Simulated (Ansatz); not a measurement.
# CuO (P1) in Ansatz: a series of runs, part 2 of 2

Ansatz 0.2.0.

### Step 4. Band structure, PBEsol+U

Input file input.yaml:

```yaml
crystal:
  lattice:
    - [0.18960382, -2.17228837, -2.0431441]
    - [-2.01972352, 0.10629521, -1.95983549]
    - [2.38320037, 2.28583939, -4.38944304]
  atoms:
    - { symbol: Cu, position: [0.45623224, 0.53068563, 0.48541174] }
    - { symbol: Cu, position: [0.97428428, 0.98586739, 0.0243612] }
    - { symbol: O, position: [0.80166267, 0.74472112, 0.73928024] }
    - { symbol: O, position: [0.26782081, 0.23872587, 0.25094681] }
hamiltonian:
  xc: pbesol
  pseudopotentials: { kind: paw }
  hubbard: { sites: [{ species: Cu, l: d, u_eff: 4.5 }] }
kpoints:
  mp_grid: { grid: [10, 10, 5] }
  band_path:
    path:
      - [[0.0, 0.0, -0.5], [0.0, 0.0, 0.0], [-0.5, 0.0, 0.0]]
      - [[-0.5, 0.0, -0.5], [0.0, 0.0, 0.0], [0.5, 0.5, 0.5]]
      - [[0.5, 0.5, 0.0], [0.0, 0.0, 0.0], [0.0, 0.5, 0.5]]
      - [[0.0, 0.5, 0.0], [0.0, 0.0, 0.0]]
    npoints: 14
scf:
  occupations: { method: fermi_dirac, width: 0.05 }
  n_extra_bands: 10
output:
  forces: true
  stress: true
  eigenvalues: true
  fatbands: false
```

Potentials or basis: Ansatz PAW.

Run with:

```bash
> ansatz run input.yaml --threads 2 --pin off --max-ram 5632MiB --backend cpu --events-out ev --progress --plain --runs-dir out
```

The log of the run:

```text
Warning: RAYON_NUM_THREADS=2 ignored (pool sized by the plan → 2); use --threads N
Cu: projections on atomic orbitals take those of the free atom [Ne] 3s2 3p6 3d10 4s1, of charge +0.00 (hamiltonian.pseudopotentials.projection_atoms); the dataset's partial waves leave at most 2.0e-6 of an orbital's norm unspanned inside its sphere
O: projections on atomic orbitals take those of the free atom [He] 2s2 2p4, of charge +0.00 (hamiltonian.pseudopotentials.projection_atoms); the dataset's partial waves leave at most 1.9e-8 of an orbital's norm unspanned inside its sphere
scf.n_extra_bands = 10 over 25 filled bands (N_el = 50.0): the run solves 35 bands
Engine: ansatz 0.2.0, aarch64-unknown-linux-gnu
Pseudopotentials: kind: paw
Pseudopotential: Cu, paw, valence charge 19, recommended cutoff 420 eV (normal), Cu.paw.azcp
Pseudopotential: O, paw, valence charge 6, recommended cutoff 420 eV (normal), O.paw.azcp
Functional definition: PBEsol
  exchange = pbesol_x
  correlation = pbesol_c
Crystal: 4 atoms, lattice volume = 40.116 Å³
Basis set: ecut = 420 eV, 785 PW (Γ), exchange–correlation on 40×40×80 points (8 copies of the dense FFT grid, shifted against one another)
Bands: 35, of which v1, the nominal top of the filled ones, is band 25 counted from 1 (24 counted from 0)
[... 49 lines left out ...]
  E_aug_tail   = 0.005147  (compensation charges beyond the density's cutoff)
  E_ewald      = -6853.582391
  E_core_change = 0.482980  (= ΣΔE_core)
  E_smearing   = -0.027076  (= −TS)
  E_closure    = 0.000000  (closes the sum)
  Σ components = -14293.410511   (vs F -14293.410511, Δ=0.00e0)
--- Forces (eV/Å), atoms counted from 1 ---
  atom   1  Cu     1.00818049    -0.11627272    -1.15154545
  atom   2  Cu    -0.67406154    -0.97200563     0.47003030
  atom   3  O      0.04935420     0.55841998     0.00822940
  atom   4  O     -0.38348322     0.52983656     0.67329612
  max |Σ_I F_I| component: 2.18e-5 eV/Å
--- Stress (GPa, compression-positive) ---
      -10.242840       1.216851       6.921540
        1.216851      -8.144939       1.596797
        6.921540       1.596797     -10.145208
  P = ⅓ Tr σ = -9.5110 GPa (-95.110 kbar)
--- Band table (eV; the first three rows and the last of 252) ---
  k-point 0: bands = ["-99.3529", "-99.2191", "-56.9171", "-56.9048", "-56.8925", "-56.8753", "-56.7697", "-56.6407", "-7.6394", "-6.2680", "4.0751", "6.1354", "6.6707", "7.3766", "7.5290", "7.8271", "7.9001", "8.2412", "8.4260", "8.5180", "8.9866", "9.4490", "10.0805", "10.3048", "11.5023", "11.8434", "12.8063", "17.7411", "19.9774", "25.3616", "27.9192", "28.1760", "28.8720", "29.8627", "31.5962"]
  k-point 1: bands = ["-99.3527", "-99.2189", "-56.9170", "-56.9048", "-56.8926", "-56.8753", "-56.7698", "-56.6407", "-7.5870", "-6.3440", "4.3352", "6.1913", "6.7201", "7.0899", "7.5024", "7.8251", "7.9169", "8.1982", "8.3822", "8.4131", "8.8283", "9.1570", "10.2792", "10.5130", "11.4252", "11.7283", "13.4618", "17.2328", "20.5599", "25.5957", "26.2659", "28.2055", "28.8664", "30.6732", "31.5329"]
  k-point 2: bands = ["-99.3525", "-99.2187", "-56.9168", "-56.9048", "-56.8927", "-56.8754", "-56.7698", "-56.6408", "-7.4870", "-6.4816", "4.9854", "6.0732", "6.6212", "6.9048", "7.3118", "7.7846", "7.9030", "8.1622", "8.2677", "8.3550", "8.5158", "8.9211", "10.7220", "10.9464", "11.1803", "11.4157", "14.7385", "16.1548", "21.8589", "24.0273", "26.2854", "28.0351", "28.9762", "30.4081", "31.3356"]
  k-point 251: bands = ["-99.3512", "-99.2173", "-56.9241", "-56.9136", "-56.9044", "-56.8822", "-56.7771", "-56.6440", "-6.6255", "-5.6674", "4.6077", "5.7038", "5.9166", "6.0219", "6.6907", "7.2389", "7.9100", "8.2825", "8.5293", "8.6237", "9.1145", "9.3391", "9.9455", "10.4563", "10.7997", "11.1651", "17.9759", "18.6217", "20.5159", "20.9687", "23.2697", "23.5111", "24.8314", "25.8321", "29.0503"]
Occupation matrices written to <dir>
```

It took 35 s on 2 threads of Arm Neoverse V1, shared host; peak memory 0.66 GiB.

What came out:

| Item | Value |
| --- | --- |
| Free energy | -14293.4105 eV |
| Pressure | -9.5 GPa |
| Largest force | 1.535 eV/Å |
| Band gap on the k mesh | none (metal or under the smearing width) |

Forces on the atoms (eV/Å):
```
Cu   1.008 -0.116 -1.152
Cu  -0.674 -0.972  0.470
O    0.049  0.558  0.008
O   -0.383  0.530  0.673
```

Levels at the corners of the path, in eV from the Fermi level:
```
point  band 21  band 22  band 23  band 24  band 25  band 26  band 27  band 28
    X    -2.67    -2.25    -0.26    -0.10    -0.02     0.12     4.09     4.55
    Γ    -2.16    -1.69    -1.06    -0.84     0.36     0.70     1.66     6.60
    Y    -2.23    -2.10    -1.22    -0.75    -0.24    -0.14     7.14     7.50
    L    -2.40    -2.03    -2.01    -1.72     0.46     0.80     5.74     6.46
    Γ    -2.16    -1.69    -1.06    -0.84     0.36     0.70     1.66     6.60
    Z    -1.96    -1.85    -0.86    -0.78    -0.35    -0.21     7.00     7.67
    N    -2.48    -2.04    -1.72    -1.64     0.48     0.86     5.71     6.25
    Γ    -2.16    -1.69    -1.06    -0.84     0.36     0.70     1.66     6.60
    M    -2.35    -2.05    -1.82    -1.68     0.34     0.80     5.99     6.35
    R    -2.11    -1.95    -1.12    -0.82    -0.25    -0.18     7.43     7.65
    Γ    -2.16    -1.69    -1.06    -0.84     0.36     0.70     1.66     6.60
```

Eigenvalues of the final occupation matrices:
```tsv
site	spin	trace	eigenvalues
site 1	1	4.77	0.89 0.90 1.00 1.00 1.00
site 2	1	4.79	0.87 0.93 1.00 1.00 1.00
```

Caveat: the pressure holds a Pulay correction of +0.8 GPa for the finite cutoff; the run has no spin polarisation, though such a crystal can be magnetic; U without spin polarisation on a metal has little footing; the PAW data sets come from PBE, with cores solved anew for the run's functional, which leaves a small shift of forces and pressure; forces of over 1 eV/Å show positions far from the minimum, so gaps and moduli don't describe the material at rest.

### Step 5. The runs side by side

| level | U | hubbard projectors | double counting | gap on the mesh (eV) | pressure (GPa) | largest force (eV/Å) |
| --- | --- | --- | --- | --- | --- | --- |
| PBE | - | - | - | none | -3.6 | 1.65 |
| PBE+U | Cu d U = 5.3 eV | ortho-atomic (the default) | fll (the default) | none | -0.5 | 1.64 |
| PBEsol+U | Cu d U = 4.5 eV | ortho-atomic (the default) | fll (the default) | none | -9.5 | 1.53 |

Alike in all rows: task band structure; potentials or basis Ansatz PAW; no spin polarisation; cell as given; k mesh 10 × 10 × 5; cutoff (eV) 420; smearing fermi-dirac 0.05 eV.

Every run on the cell as given and a fine mesh finds a metal. The pressure there spans -9.5 GPa (PBEsol+U) to -0.5 GPa (PBE+U); a positive pressure means that this level wants a larger cell, a negative one a smaller.

Caveats: the run has no spin polarisation, though such a crystal can be magnetic; forces of over 1 eV/Å show positions far from the minimum, so gaps and moduli don't describe the material at rest; U without spin polarisation on a metal has little footing (some runs); semilocal functionals often make such compounds metallic where correlation or magnetic order opens a gap, which also shifts bond lengths (some runs); the PAW data sets come from PBE, with cores solved anew for the run's functional, which leaves a small shift of forces and pressure (some runs).

Absolute energies hang on the potentials; compare differences alone.
